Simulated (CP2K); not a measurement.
Runs of CP2K 2026.2 on AgBr. The structure is cubic, space group Fm-3m (No. 225). Conventional cell: a = 5.740 Å, b = 5.740 Å, c = 5.740 Å, α = 90.00°, β = 90.00°, γ = 90.00°. Ag (site symmetry m-3m) has 6 Br at 2.87 Å as nearest neighbours. Br (site symmetry m-3m) has 6 Ag at 2.87 Å as nearest neighbours. 

```tsv
level	potentials or basis	spin	smearing	EPS_DEFAULT	k points reduced by the point group	NGRIDS	points a segment of the path (NPOINTS)	bands added on the path	gap on the mesh (eV)	pressure (GPa)
PBE	POTENTIAL_UZH Ag GTH-PBE-q11, Br GTH-PBE-q7; TZVP-MOLOPT-PBE-GTH basis	off	fermi-dirac 0.0259 eV	1.0E-9	yes	4	6	2	0.62	2.5
LDA	GTH_POTENTIALS Ag GTH-PADE-q11, Br GTH-PADE-q7; TZVP-MOLOPT-PBE-GTH basis	off	fermi-dirac 0.05 eV	1.0E-9	yes	5	8	2	0.30	(b)
PBEsol	POTENTIAL_UZH Ag GTH-PBE-q11, Br GTH-PBE-q7; TZVP-MOLOPT-PBE-GTH basis	off	fermi-dirac 0.0259 eV	1.0E-9	yes	5	6	4	(a)	(c)
r2SCAN	POTENTIAL_UZH Ag GTH-SCAN-q11, Br GTH-SCAN-q7; TZVP-MOLOPT-SCAN-GTH basis	off	fermi-dirac 0.05 eV	1.0E-9	yes	5	8	2	1.04	1.6
PBE	GTH_SOC_POTENTIALS Ag GTH-PBE-q11, Br GTH-PBE-q7; TZVP-MOLOPT-PBE-GTH basis	SOC, no magnetisation	fermi-dirac 0.05 eV	1.0E-10	-	4	6	4	-	2.7
```

Alike in all rows: task band structure; cell as given; k mesh 8 × 8 × 8.

Q: Fill in the values left out.

A: (a) 0.38; (b) -4.2; (c) -1.1.

Caveats: the basis of atomic orbitals isn't converged, which shifts pressures, moduli and gaps; the potentials were made for another functional, which shifts forces and pressure (some runs).

A k mesh can miss the band edges, and rows without SOC leave out spin-orbit coupling on Ag, Br.
